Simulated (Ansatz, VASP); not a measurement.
# One calculation of B, two programs

The input INCAR:

```
SYSTEM = B
ALGO     = Normal         ! electronic algorithm
EDIFF    = 1E-6           ! SCF threshold, eV
ENCUT    = 520            ! plane-wave cutoff, eV
GGA      = RE             ! functional
ISIF     = 2              ! what is computed and relaxed
ISMEAR   = -1             ! smearing method
LASPH    = .True.         ! aspherical terms in the spheres
LCHARG   = .True.         ! write CHGCAR
LELF     = .True.         ! ELF
LREAL    = .False.        ! projectors in reciprocal space
LVHAR    = .True.       
LWAVE    = .False.        ! write WAVECAR
NBANDS   = 8              ! bands
NELM     = 80             ! most SCF steps
PREC     = Accurate       ! precision mode
SIGMA    = 0.1            ! smearing width, eV
```

File KPOINTS:

```
k-points
0
Gamma
  21 21 21
  0 0 0
```

The input POSCAR:

```
B
1.0
   -1.1593976668      1.1593976668      1.1593976668
    1.1593976668     -1.1593976668      1.1593976668
    1.1593976668      1.1593976668     -1.1593976668
B
1
Direct
    0.0000000000      0.0000000000      0.0000000000
```

Input for Ansatz:

```yaml
crystal:
  lattice:
    - [-1.1593976668, 1.1593976668, 1.1593976668]
    - [1.1593976668, -1.1593976668, 1.1593976668]
    - [1.1593976668, 1.1593976668, -1.1593976668]
  atoms:
    - { symbol: B, position: [0.0, 0.0, 0.0] }
hamiltonian:
  xc: revpbe
  pseudopotentials:
    kind: paw
    azcp:
      B: "pseudopotentials/B.paw.azcp"
basis:
  ecutwfc: 420
  fft_grid_basis: typed
kpoints:
  mp_grid: { grid: [21, 21, 21], shift: [0, 0, 0] }
magnetization:
  spin_polarized: false
scf:
  occupations: { method: fermi_dirac, width: 0.1 }
  lower_state_search: "off"
output:
  stress: true
  write_density: true
  write_potential: true
  elf: true
  volumetric_format: npy
```

Alike in both runs: task single point; functional revPBE; k mesh 21 × 21 × 21; occupations fermi-dirac, width 0.1 eV; no spin polarisation.

|  | VASP | Ansatz |
| --- | --- | --- |
| version | VASP 6.6.1 | Ansatz 0.2.0 |
| potentials or method | VASP PAW PBE potentials, release 64 (B) | plane waves (420 eV) with PAW, scalar-relativistic |
| plane-wave cutoff (eV) | 520 | 420 |
| valence electrons in the cell | 3 | 3 |

Ansatz gave:

```
pressure (GPa) : -0.1
```

Task: Which values does VASP return?

Result: Pressure (GPa): -0.3.

The functional is the same, so the differences come from potentials, cutoffs and numerics.

Caveats: the PAW data sets were made with another functional, which shifts forces and pressure a little (VASP).
